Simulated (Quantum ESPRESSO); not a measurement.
## SnO2 under changes of volume

One of the cells (14.496 Å³/atom); the others are scaled copies at fixed shape and fractional positions:

```
Sn O
1.0
     1.61709    0.93363    4.80059
    -1.61709    0.93363    4.80059
     0.00000   -1.86726    4.80059
Sn O
1 2
Direct
  0.50000 0.50000 0.50000
  0.76283 0.76283 0.76283
  0.23717 0.23717 0.23717
```

Measurements of this composition are mostly on another form, of space group No. 136.

| Property | Result |
| --- | --- |
| Program | Quantum ESPRESSO 7.5 |
| Functional | r2SCAN |
| Potentials or basis | SG15 PBE 1.2 |
| Cutoff | 1197 eV |
| Density cutoff | 4789 eV |
| k mesh | 4 × 4 × 4 |
| Occupations | fermi-dirac, width 0.05 eV |
| Spin | no spin polarisation |

```tsv
volume (Å³/atom)	energy over the lowest point (meV/atom)	pressure (GPa)	gap on the mesh (eV)	largest force (eV/Å)
13.626	2.04	2.9	2.45	0.218
13.916	0.00	-0.7	2.30	0.046
14.206	4.15	-3.9	2.17	0.288
14.496	13.77	-6.8	2.04	0.509
14.785	28.25	-9.3	1.92	0.712
15.075	?	?	?	?
15.365	69.59	-13.5	1.71	1.069
```

Question: What does the run at 15.075 Å³/atom give?

Answer: Energy over the lowest point 47.03 meV/atom; pressure -11.5 GPa; gap on the mesh 1.81 eV; largest force 0.898 eV/Å.

Worked out: A Birch-Murnaghan fit of order 3 (a polynomial in V^(-2/3)) to the other rows has its minimum at 13.86 Å³/atom with B0 = V·E''(V) = 167 GPa and B' = 4.9 at fixed shape and positions, which overstates the stiffness. It gives 47.02 meV/atom at 15.075 Å³/atom, against the run's 47.03, and -dE/dV = -11.5 GPa, against -11.5. A parabola through the other rows of the gap, of slope -5.51 eV per unit of ln V there, gives 1.81 eV, against the run's 1.81.

Energies are extrapolated to zero smearing.

Caveats: all runs use coarse meshes; the potentials were made for another functional, which shifts forces and pressure; spin-orbit coupling is left out, which moves the levels of the heavy elements.

A mesh can miss the band edges.
